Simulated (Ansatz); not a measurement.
CoPt (L1₀ or tetragonal B2, space group No. 123) under volume change, DFT-PBE in the program Ansatz with PAW potentials, shape and atoms relaxed at each volume.

| V (Å³/atom) | E − E(relaxed) (meV/atom) | P (GPa) |
|---|---|---|
| 12.301 | … | … |
| 12.707 | 37.5 | 15.83 |
| 13.112 | … | … |
| 13.518 | 0.0 | 0.00 |
| 13.923 | 7.7 | -5.88 |
| 14.329 | 28.9 | -10.78 |
| 14.734 | 61.6 | -14.91 |

What belongs in the gaps?


- 13.112, E − E(relaxed) (meV/atom): 8.8
- 13.112, P (GPa): 7.16
- 12.301, E − E(relaxed) (meV/atom): 90.3
- 12.301, P (GPa): 26.19

What does a third-order Birch–Murnaghan fit give for V₀, B₀ and B′?

V₀ = 13.52 Å³/atom, B₀ = 217 GPa, B′ = 5.2.

Space group P4/mmm (L1₀ or tetragonal B2). The PBE relaxation kept the symmetry of its start. The final state is ferromagnetic, chosen from 5 collinear starts compared on coarse meshes (ties went to the first, and starts can fall back to one state), not a proven ground state. Textbook magnetic order: ferromagnetic. Scalar-relativistic: spin–orbit coupling is off unless named, which matters more the heavier the elements.

Potentials: the later of the program's two PAW sets.
